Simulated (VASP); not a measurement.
# Ti (P6_3/mmc) in VASP: single point with HSE06

Aim: the single point of Ti with HSE06.

All numbers are computed with VASP 6.6.1; they aren't measurements. Logs are shortened: lines on timing, memory, paths and dates and some standing lists are left out, and cuts for length are marked.

**1. The structure**

Symmetry: P6_3/mmc, No. 194, hexagonal system. Conventional cell: a = 2.898 Å, b = 2.898 Å, c = 4.587 Å, α = 90.00°, β = 90.00°, γ = 120.00°. Ti (site symmetry -6m2) has 12 Ti at 2.84 to 2.90 Å as nearest neighbours.

**2. Single point, HSE06**

POSCAR

```
Ti
1.0
    2.8983000000      0.0000000000      0.0000000000
   -1.4491500000      2.5100000000      0.0000000000
    0.0000000000      0.0000000000      4.5866100000
Ti
2
Direct
    0.3333300000      0.6666700000      0.2500000000
    0.6666700000      0.3333300000      0.7500000000
```

INCAR.step1

```
  PREC = Accurate
  ENCUT = 520
  EDIFF = 1E-5
  ISMEAR = 0
  SIGMA = 0.1
  LREAL = F
  LASPH = T
  NELM = 80
  ALGO = Normal
  ISIF = 2
  LWAVE = T
  LCHARG = F
  NBANDS = 19
  GGA = PE
```

INCAR.step2

```
  PREC = Accurate
  ENCUT = 520
  EDIFF = 1E-6
  ISMEAR = 0
  SIGMA = 0.1
  LREAL = F
  LASPH = T
  NELM = 80
  ALGO = Normal
  ISIF = 2
  LWAVE = F
  LCHARG = F
  GGA = PE
  LHFCALC = T
  HFSCREEN = 0.2
  PRECFOCK = Fast
  NBANDS = 19
  ISTART = 1
```

KPOINTS

```
Automatic mesh
0
Gamma
  9 9 4
```

Potentials or basis: VASP PAW PBE potentials, release 64 (Ti_sv).

Run with:

```
$ cat potpaw_PBE.64/Ti_sv/POTCAR > POTCAR
$ cp INCAR.step1 INCAR
$ mpirun -np 1 vasp_std > vasp.out
$ cp INCAR.step2 INCAR
$ mpirun -np 1 vasp_std > vasp.out
```

OUTCAR:

```text
PREC = Accurate
   ENCUT = 520
   EDIFF = 1E-6
   ISMEAR = 0
   LREAL = F
   LASPH = T
   NELM = 80
   ISIF = 2
   GGA = PE
   LHFCALC = T
   HFSCREEN = 0.2
   PRECFOCK = Fast
   ISTART = 1

 ion  position               nearest neighbor table
   1  0.333  0.667  0.250-   2 2.84   2 2.84   2 2.84   2 2.84   2 2.84   2 2.84
   2  0.667  0.333  0.750-   1 2.84   1 2.84   1 2.84   1 2.84   1 2.84   1 2.84

  LATTYP: Found a hexagonal cell.
 ALAT       =     2.8983000000
 C/A-ratio  =     1.5825173377

  Lattice vectors:

 A1 = (   2.8983000000,   0.0000000000,   0.0000000000)
 A2 = (  -1.4491500000,   2.5100000000,   0.0000000000)
 A3 = (   0.0000000000,   0.0000000000,   4.5866100000)

Analysis of symmetry for initial positions (statically):
=====================================================================
 Subroutine PRICEL returns:
 Original cell was already a primitive cell.

 Routine SETGRP: Setting up the symmetry group for a
 hexagonal supercell.

 Subroutine GETGRP returns: Found  8 space group operations
 (whereof  4 operations were pure point group operations)
 out of a pool of 24 trial point group operations.

The static configuration has the point symmetry C_2h.
 The point group associated with its full space group is D_2h.

Analysis of symmetry for dynamics (positions and initial velocities):
=====================================================================
 Subroutine PRICEL returns:
 Original cell was already a primitive cell.

 Routine SETGRP: Setting up the symmetry group for a
 hexagonal supercell.

 Subroutine GETGRP returns: Found  8 space group operations
 (whereof  4 operations were pure point group operations)
 out of a pool of 24 trial point group operations.

The dynamic configuration has the point symmetry C_2h.
 The point group associated with its full space group is D_2h.

 Subroutine INISYM returns: Found  8 space group operations
 (whereof  4 operations are pure point group operations),
 and found     1 'primitive' translations

----------------------------------------------------------------------------------------

                                     Primitive cell

  volume of cell :      33.3664

  direct lattice vectors                    reciprocal lattice vectors
     2.898300000  0.000000000  0.000000000     0.345029845  0.199203187  0.000000000
    -1.449150000  2.510000000  0.000000000     0.000000000  0.398406375  0.000000000
     0.000000000  0.000000000  4.586610000     0.000000000  0.000000000  0.218025949

  length of vectors
     2.898300000  2.898298763  4.586610000     0.398406205  0.398406375  0.218025949

  position of ions in fractional coordinates (direct lattice)
     0.333330000  0.666670000  0.250000000
     0.666670000  0.333330000  0.750000000

  ion indices of the primitive-cell ions
   primitive index   ion index
                 1           1
                 2           2

----------------------------------------------------------------------------------------

 KPOINTS: Automatic mesh

Automatic generation of k-mesh.
 Grid dimensions read from file:
 generate k-points for:    9    9    4

 Generating k-lattice:

  Cartesian coordinates                     Fractional coordinates (reciprocal lattice)
     0.038336649  0.022133687  0.000000000     0.111111111 -0.000000000  0.000000000
     0.000000000  0.044267375  0.000000000     0.000000000  0.111111111  0.000000000
     0.000000000  0.000000000  0.054506487     0.000000000  0.000000000  0.250000000

  Length of vectors
     0.044267356  0.044267375  0.054506487

  Shift w.r.t. Gamma in fractional coordinates (k-lattice)
     0.000000000  0.000000000  0.000000000

 Subroutine IBZKPT returns following result:
 ===========================================

 Found     75 irreducible k-points:

 Following reciprocal coordinates:
            Coordinates               Weight
  0.000000  0.000000  0.000000      1.000000
  0.111111 -0.000000  0.000000      4.000000
 -0.111111  0.111111  0.000000      2.000000
  0.222222  0.000000  0.000000      4.000000
 -0.222222  0.222222  0.000000      2.000000
  0.333333 -0.000000  0.000000      4.000000
[... 16 lines left out ...]
 -0.222222 -0.444444  0.000000      4.000000
  0.444444  0.333333  0.000000      4.000000
 [... further k-points ...]
   k-points           NKPTS =     75   k-points in BZ     NKDIM =    324   number of bands    NBANDS=     19
   number of dos      NEDOS =    301   number of ions     NIONS =      2
   total plane-waves  NPLWV =  20736
   dimension x,y,z NGX =    24 NGY =   24 NGZ =   36
   dimension x,y,z NGXF=    48 NGYF=   48 NGZF=   72
   ions per type =               2
   NGX,Y,Z   is equivalent  to a cutoff of  13.77, 13.77, 13.05 a.u.
   NGXF,Y,Z  is equivalent  to a cutoff of  27.53, 27.53, 26.10 a.u.
 SYSTEM =  unknown system
   PREC   = accura    normal or accurate (medium, high low for compatibility)
   ISTART =      1    job   : 0-new  1-cont  2-samecut
   ICHARG =      0    charge: 1-file 2-atom 10-const
   ISPIN  =      1    spin polarized calculation?
   LNONCOLLINEAR =      F non collinear calculations
   LSORBIT =      F    spin-orbit coupling
   LASPH  =      T    aspherical Exc in radial PAW
   ENCUT  =  520.0 eV  38.22 Ry    6.18 a.u.   5.39  5.39  8.53*2*pi/ulx,y,z
   NELM   =     80;   NELMIN=  2; NELMDL=  0     # of ELM steps
   EDIFF  = 0.1E-05   stopping-criterion for ELM
   LREAL  =      F    real-space projection
   EDIFFG = 0.1E-04   stopping-criterion for IOM
   NSW    =      0    number of steps for IOM
   IBRION =     -1    ionic relax: 0-MD 1-quasi-New 2-CG
   NFREE  =      0    steps in history (QN), initial steepest desc. (CG)
   ISIF   =      2    stress and relaxation
   ISYM   =      3    0-nonsym 1-usesym 2-fastsym
   POTIM  = 0.5000    time-step for ionic-motion
   TEBEG  =    0.0;   TEEND  =   0.0 temperature during run
   PSTRESS=    0.0 pullay stress
   NELECT =      24.0000    total number of electrons
   NUPDOWN=      -1.0000    fix difference up-down
   EMIN   =  10.00;   EMAX   =-10.00  energy-range for DOS
   EFERMI =   0.00;   METHOD = LEGACY
   ISMEAR =     0;   SIGMA  =   0.10  broadening in eV -4-tet -1-fermi 0-gaus
   EFERMI_NEDOS =   21; number of points for ismear=-14 and -15
   IALGO  =     38    algorithm
   IMIX   =      1    mixing-type and parameters
     AMIX     =   0.40;   BMIX     =  1.00
     AMIX_MAG =   1.60;   BMIX_MAG =  1.00
  volume/ion in A,a.u.               =      16.68       112.58
  Fermi-wavevector in a.u.,A,eV,Ry     =   1.466816  2.771880 29.273601  2.151549
  Thomas-Fermi vector in A             =   2.582508
   LORBIT       =      0    0 simple, 1 ext, 2 COOP (PROOUT), +10 PAW based schemes
   GGA     = PE    functional components
   LHFCALC =     T    Hartree Fock is set to
   PRECFOCK=fast      Normal, Fast or Accurate (Low or Medium for compatibility)
   ENCUT4O =  -1.0   cutoff for four orbital integrals eV
   NKREDX  =     1    reduce k-point grid by
   NKREDY  =     1    reduce k-point grid by
   NKREDZ  =     1    reduce k-point grid by
   AEXX    =    0.2500 exact exchange contribution
   HFSCREEN=    0.2000 screening length (either q_TF or 0.3 A-1)
   HFSCREENC=   0.2000 screening length for correlation (either q_TF or 0.3 A-1)
   ENCUTFOCK=  -1.0 apply spherical cutoff to Coloumb kernel
   IVDW    =     0    specifies the selected vdW correction
   LEPSILON=     F    determine dielectric tensor
   LRPA    =     F    only Hartree local field effects (RPA)
 non-spin polarized calculation
 Gauss-broadening in eV      SIGMA  =   0.10
  energy-cutoff  :      520.00
  volume of cell :       33.37
 maximum number of plane-waves:       929
 NGX is ok and might be reduce to    24
  NGX = 12; NGY = 12; NGZ = 20

 number of electron      23.9999999 magnetization

 Free energy of the ion-electron system (eV)
  ---------------------------------------------------
  ext. energy  EPLUGINS =         0.00000000
  ---------------------------------------------------
  free energy    TOTEN  =       -19.01302441 eV

  energy without entropy =      -19.00961168  energy(sigma->0) =      -19.01131804

 E-fermi :   8.8744     XC(G=0):  -9.6003

 val. band max:        8.8588948713   @ k =  -0.1111   0.2222   0.2500
 cond. band min:       8.9467989836   @ k =   0.0000   0.0000   0.5000
 fundamental gap:      0.0879041122
 Fermi energy:         8.8743976441

 k-point     1 :       0.0000    0.0000    0.0000
  band No.  band energies     occupation
      1     -52.9553      2.00000
      2     -52.7835      2.00000
      3     -27.9738      2.00000
      4     -27.1796      2.00000
      5     -27.1796      2.00000
      6     -27.1010      2.00000
[... 11 lines left out ...]
     18      11.3446      0.00000
     19      12.9988      0.00000

 k-point     2 :       0.1111   -0.0000    0.0000
  band No.  band energies     occupation
      1     -52.9403      2.00000
      2     -52.7778      2.00000
      3     -27.9386      2.00000
      4     -27.2464      2.00000
      5     -27.2002      2.00000
      6     -27.1341      2.00000
[... 11 lines left out ...]
     18      11.1088      0.00000
     19      13.1374      0.00000

 k-point     3 :      -0.1111    0.1111    0.0000
  band No.  band energies     occupation
      1     -52.9403      2.00000
      2     -52.7778      2.00000
      3     -27.9386      2.00000
      4     -27.2464      2.00000
      5     -27.2002      2.00000
      6     -27.1341      2.00000
[... 11 lines left out ...]
     18      11.1088      0.00000
     19      13.1375      0.00000

 k-point     4 :       0.2222    0.0000    0.0000
  band No.  band energies     occupation
      1     -52.9008      2.00000
      2     -52.7646      2.00000
      3     -27.8426      2.00000
      4     -27.4203      2.00000
      5     -27.3035      2.00000
      6     -27.2501      2.00000
[... 407 lines left out ...]
     18      13.2997      0.00000
     19      14.6522      0.00000

 k-point    23 :      -0.2222   -0.4444    0.0000
  band No.  band energies     occupation
      1     -52.7932      2.00000
      2     -52.7551      2.00000
      3     -27.6851      2.00000
      4     -27.5562      2.00000
      5     -27.5324      2.00000
      6     -27.4482      2.00000
[... 11 lines left out ...]
     18      13.2997      0.00000
     19      14.6522      0.00000

 k-point    24 :       0.4444    0.3333    0.0000
  band No.  band energies     occupation
      1     -52.7932      2.00000
      2     -52.7551      2.00000
      3     -27.6850      2.00000
      4     -27.5562      2.00000
      5     -27.5324      2.00000
      6     -27.4482      2.00000
[... 11 lines left out ...]
     18      13.2997      0.00000
     19      14.6522      0.00000

 [... further k-points ...]

------------------------ aborting loop because EDIFF is reached ----------------------------------------

  FORCE on cell =-STRESS in cart. coord.  units (eV):
  Direction    XX          YY          ZZ          XY          YZ          ZX
  --------------------------------------------------------------------------------------
  -------------------------------------------------------------------------------------
  Total        0.6694096      0.6649445      0.6588123     -0.0038662      0.0000000      0.0000000
  in kB       32.1435341     31.9291321     31.6346794     -0.1856461      0.0000000      0.0000000
  external PRESSURE =      31.9024485 kB  Pullay stress =       0.0000000 kB

 VOLUME and BASIS-vectors are now :
 -----------------------------------------------------------------------------
  energy-cutoff  :      520.00
  volume of cell :       33.37
      direct lattice vectors                 reciprocal lattice vectors
     2.898300000  0.000000000  0.000000000     0.345029845  0.199203187  0.000000000
    -1.449150000  2.510000000  0.000000000     0.000000000  0.398406375  0.000000000
     0.000000000  0.000000000  4.586610000     0.000000000  0.000000000  0.218025949

 POSITION                                       TOTAL-FORCE (eV/Angst)
 -----------------------------------------------------------------------------------
     -0.00001      1.67334      1.14665         0.000096     -0.000055      0.000000
      1.44916      0.83666      3.43996        -0.000096      0.000055      0.000000
 -----------------------------------------------------------------------------------
    total drift:                               -0.000000      0.000000      0.000001

  FREE ENERGIE OF THE ION-ELECTRON SYSTEM (eV)
  ---------------------------------------------------
  free  energy   TOTEN  =       -19.0130244080 eV

  energy  without entropy=      -19.0096116785  energy(sigma->0) =      -19.01131804
```

It took 2.8 h on 1 thread of AMD EPYC 7R13 (Zen 3), shared host; peak memory 0.27 GiB.

What came out:

- Free energy: -19.0130 eV
- Pressure: 3.2 GPa
- Band gap on the k mesh: none (metal or under the smearing width)

Caveat: the PAW data sets were made with another functional, which shifts forces and pressure a little.
